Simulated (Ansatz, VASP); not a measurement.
**SnTe: VASP beside Ansatz**

```xyz
2
Lattice="0.0000 3.1138 3.1138 3.1138 0.0000 3.1138 3.1138 3.1138 0.0000" Properties=species:S:1:pos:R:3 pbc="T T T"
Sn    0.0000    0.0000    0.0000
Te    3.1138    3.1138    3.1138
```

Change from the starting cell: volume scaled by 0.96, crystal datasets.

Alike in both runs: task electric field gradients; functional PBE; k mesh 11 × 11 × 11; occupations fermi-dirac, width 0.08 eV; no spin polarisation.

```csv
,VASP,Ansatz
version,VASP 6.6.1,Ansatz 0.2.0
potentials or method,"VASP PAW PBE potentials, release 64 (Sn_d, Te), cutoff 520 eV","all-electron PAW with datasets made for the crystal, scalar-relativistic"
```

```csv
,VASP,Ansatz,Ansatz less VASP
pressure (GPa),4.2,4.2,+0.02
Vzz of the field gradient on the site that differs most (V/Å²),0.0,0.0,0.00
```

Ansatz ran all-electron here, so the differences hold the error of VASP's frozen core and of both bases. Ansatz warned: «gradients_without_spin_orbit».

The runs have no spin-orbit coupling, so splittings on Te are missing.
